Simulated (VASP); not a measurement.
A run of VASP 6.6.1 is set up as follows.

INCAR

```
  ALGO = Normal
  EDIFF = 1E-6
  EDIFFG = -0.01
  ENCUT = 600
  GGA = PE
  IBRION = 2
  ISIF = 3
  ISMEAR = 0
  IVDW = 12
  LASPH = T
  LCHARG = F
  LREAL = F
  LWAVE = F
  NELM = 80
  NSW = 90
  PREC = Accurate
  SIGMA = 0.03
```

KPOINTS

```
k-points
0
Gamma
  8 8 8
```

File POSCAR:

```
SnSe
1.0
    3.1821000000      0.0000000000      0.0000000000
    0.0000000000      3.1821000000      0.0000000000
    0.0000000000      0.0000000000      3.1821000000
Sn Se
1 1
Direct
    0.5000000000      0.5000000000      0.5000000000
    0.0000000000      0.0000000000      0.0000000000
```

Potentials or basis: VASP PAW PBE potentials, release 64 (Sn_d, Se).

Launch:

```bash
$ cat potpaw_PBE.64/Sn_d/POTCAR potpaw_PBE.64/Se/POTCAR > POTCAR
$ mpirun -np 1 vasp_std > vasp.out
```

**Question.** What does it give for the relaxed volume?

**Answer.** 23.98 Å³/atom.

**Question.** Estimate the relaxed cell.

**Answer.** a = 3.633 Å, b = 3.633 Å, c = 3.633 Å, α = 90.00°, β = 90.00°, γ = 90.00°.

The path:
| step | energy change (eV) | largest force (eV/Å) | pressure (GPa) | volume (Å³) |
| --- | --- | --- | --- | --- |
| 1 | 0.0000 | 0.0000 | 51.96 | 32.22 |
| 2 | -1.3118 | 0.0000 | -8.38 | 63.25 |
| 3 | -1.7019 | 0.0000 | 0.02 | 47.96 |

Caveat: the volume moved by over 15 % at a fixed basis, so the end points are rough; pairwise dispersion overbinds metals, which lowers pressure and volume.
